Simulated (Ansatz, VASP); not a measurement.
One calculation of HfO2, two programs

File INCAR:

```
ALGO     = Normal         # electronic algorithm
EDIFF    = 1E-6           # SCF threshold, eV
ENCUT    = 520            # plane-wave cutoff, eV
GGA      = CA             # functional
ISIF     = 2              # what is computed and relaxed
ISMEAR   = 0              # smearing method
LASPH    = True           # aspherical terms in the spheres
LCHARG   = False          # write CHGCAR
LREAL    = False          # projectors in reciprocal space
LWAVE    = False          # write WAVECAR
NBANDS   = 18             # bands
NELM     = 80             # most SCF steps
PREC     = Accurate       # precision mode
SIGMA    = 0.01           # smearing width, eV
```

File KPOINTS:

```
k-points
0
Gamma
  8 8 8
```

The input POSCAR:

```
HfO2
1.0
    0.0000000000      2.4880353815      2.4880353815
    2.4880353815      0.0000000000      2.4880353815
    2.4880353815      2.4880353815      0.0000000000
Hf O
1 2
Direct
    0.0000000000      0.0000000000      0.0000000000
    0.2500000000      0.2500000000      0.2500000000
    0.7500000000      0.7500000000      0.7500000000
```

Input for Ansatz:

```yaml
crystal:
  lattice:
    - [0.0, 2.48803538149, 2.48803538149]
    - [2.48803538149, 0.0, 2.48803538149]
    - [2.48803538149, 2.48803538149, 0.0]
  atoms:
    - { symbol: Hf, position: [0.0, 0.0, 0.0] }
    - { symbol: O, position: [0.25, 0.25, 0.25] }
    - { symbol: O, position: [0.75, 0.75, 0.75] }
kpoints:
  mp_grid: { grid: [8, 8, 8] }
scf:
  occupations: { method: fixed }
  convergence: { dr2_threshold: 1.0e-10 }
hamiltonian:
  xc: lda
  pseudopotentials: { kind: all_electron, lapw: { basis_error: 0.0005 } }
output:
  forces: true
  stress: true
  eigenstates:
    kpoints:
      - [0.0, 0.0, 0.0]
      - [0.0, -0.5, -0.5]
      - [-0.5, 0.0, -0.5]
      - [-0.5, -0.5, 0.0]
      - [1.0e-09, -0.253781897, 0.253781902]
      - [-0.253781897, 1.0e-09, 0.253781902]
      - [-0.253781897, 0.253781902, 1.0e-09]
      - [-0.253781897, -0.507563799, -0.253781898]
      - [-0.253781897, -0.253781898, -0.507563799]
      - [-0.507563799, -0.253781897, -0.253781898]
      - [-0.5, 0.0, 0.0]
      - [0.0, -0.5, 0.0]
      - [0.0, 0.0, -0.5]
      - [-0.5, -0.5, -0.5]
  eigenvalues: true
```

Alike in both runs: task single point; functional LDA; k mesh 8 × 8 × 8; no spin polarisation.

```csv
,VASP,Ansatz
version,VASP 6.6.1,Ansatz 0.2.0
potentials or method,"VASP PAW LDA potentials, release 64 (Hf_pv, O)","all-electron LAPW, scalar-relativistic"
plane-wave cutoff (eV),520,see its input
occupations,"gaussian, width 0.01 eV",fixed
```

VASP gave:

| Property | Result |
| --- | --- |
| gap on the k mesh at the Fermi level (eV) | 3.74 |
| pressure (GPa) | 1.1 |

**Question.** Estimate Ansatz's values.

**Answer.** gap on the k mesh at the Fermi level (eV): 3.69; pressure (GPa): 4.6.

Ansatz ran all-electron here, so the differences hold the error of VASP's frozen core and of both bases.

Caveats: spin-orbit coupling is left out, which moves the levels of the heavy elements. LDA gaps usually lie below the measured ones, often by a third to a half. A k mesh can miss the band edges.
